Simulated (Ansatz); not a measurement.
Cell and atoms are relaxed with the symmetry kept. Start:

```cif
data_structure
_symmetry_space_group_name_H-M 'P-1'
_symmetry_Int_Tables_number 2
_cell_length_a 5.3340
_cell_length_b 10.3907
_cell_length_c 10.4463
_cell_angle_alpha 94.622
_cell_angle_beta 98.153
_cell_angle_gamma 100.717
_cell_volume 559.72
loop_
_atom_site_label
_atom_site_type_symbol
_atom_site_symmetry_multiplicity
_atom_site_Wyckoff_symbol
_atom_site_fract_x
_atom_site_fract_y
_atom_site_fract_z
_atom_site_occupancy
P1 P 2 i 0.08867 0.98436 0.66854 1
P2 P 2 i 0.57846 0.17459 0.55280 1
P3 P 2 i 0.17531 0.05389 0.18769 1
P4 P 2 i 0.76606 0.38299 0.55353 1
P5 P 2 i 0.69898 0.29080 0.02347 1
P6 P 2 i 0.24474 0.01435 0.87844 1
P7 P 2 i 0.50636 0.32737 0.69548 1
P8 P 2 i 0.34534 0.31903 0.48794 1
P9 P 2 i 0.09003 0.36385 0.13549 1
P10 P 2 i 0.01288 0.15062 0.79379 1
P11 P 2 i 0.80096 0.49096 0.12971 1
P12 P 2 i 0.75572 0.31664 0.23846 1
```

All numbers below come from DFT PBE+D3(BJ), scalar-relativistic, plane waves, PAW in Ansatz 0.2.0.

Settings: cutoff 420 eV, Γ-centred mesh 6×4×4 on the computed 24-atom cell, Gaussian smearing of 0.02 eV; no spin polarisation.

Problem. What does it relax to?

Solution. The volume doesn't move by more than 0.01 Å³/atom to 23.32 Å³/atom, and the energy changes by under 0.1 meV/atom. Final structure:
```cif
data_structure
_symmetry_space_group_name_H-M 'P 1'
_symmetry_Int_Tables_number 1
_cell_length_a 5.3340
_cell_length_b 10.3907
_cell_length_c 10.4463
_cell_angle_alpha 94.622
_cell_angle_beta 98.153
_cell_angle_gamma 100.717
_cell_volume 559.72
loop_
_atom_site_label
_atom_site_type_symbol
_atom_site_fract_x
_atom_site_fract_y
_atom_site_fract_z
_atom_site_occupancy
P1 P 0.08867 0.98436 0.66854 1
P2 P 0.91133 0.01564 0.33146 1
P3 P 0.57846 0.17459 0.55280 1
P4 P 0.42154 0.82541 0.44720 1
P5 P 0.17531 0.05389 0.18769 1
P6 P 0.82469 0.94611 0.81231 1
P7 P 0.76606 0.38299 0.55353 1
P8 P 0.23394 0.61701 0.44647 1
P9 P 0.69898 0.29080 0.02347 1
P10 P 0.30102 0.70920 0.97653 1
P11 P 0.24474 0.01435 0.87844 1
P12 P 0.75526 0.98565 0.12156 1
P13 P 0.50636 0.32737 0.69548 1
P14 P 0.49364 0.67263 0.30452 1
P15 P 0.34534 0.31903 0.48794 1
P16 P 0.65466 0.68097 0.51206 1
P17 P 0.09003 0.36385 0.13549 1
P18 P 0.90997 0.63615 0.86451 1
P19 P 0.01288 0.15062 0.79379 1
P20 P 0.98712 0.84938 0.20621 1
P21 P 0.80096 0.49096 0.12971 1
P22 P 0.19904 0.50904 0.87029 1
P23 P 0.75572 0.31664 0.23846 1
P24 P 0.24428 0.68336 0.76154 1
```

This form isn't the element's structure at ambient conditions.

Cost: 1 run of about 11 core-minutes, on Intel Xeon Processor @ 2.70GHz (shared hosts).